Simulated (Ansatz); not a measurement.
Below is a relaxed structure of TaN. It was relaxed at this level from a cell as deposited in COD.

All numbers below come from DFT PBE, scalar-relativistic, plane waves, PAW in Ansatz. Cutoff 420 eV, Γ-centred mesh, Gaussian smearing, no spin polarisation.

```
Ta N
1.0
     2.95021    0.00000    0.00000
    -1.47510    2.55496    0.00000
     0.00000    0.00000    2.89776
Ta N
1 1
Direct
  0.33333 0.66667 0.50000
  0.00000 0.00000 0.00000
```

Energies over the elements count from the elements' standard structures at the same level (N₂ as a molecule), with no fitted energy shifts.

Problem. What space group does it have?

Solution. P-6m2 (No. 187), the tungsten carbide type. Conventional cell: a = 2.950 Å, c = 2.898 Å. Around Ta lie 6 N at 2.24 Å and 8 Ta at 2.90–2.95 Å; N is surrounded by 6 Ta at 2.24 Å.

Problem. What is its formation energy per atom?

Solution. −1.13 eV/atom. A negative formation energy is needed for stability but isn't enough: competing phases decide.

Problem. Is it a metal?

Solution. Yes, bands cross the Fermi level on the 24×24×20 mesh, though with few states there, as in a semimetal.

The last run used a 24×24×20 mesh (in the run's order of axes) for its 2-atom cell and Gaussian smearing of 0.10 eV. Spin–orbit coupling, which can matter for Ta, is left out. Symmetry constrained the relaxation, so the result can be a saddle point.
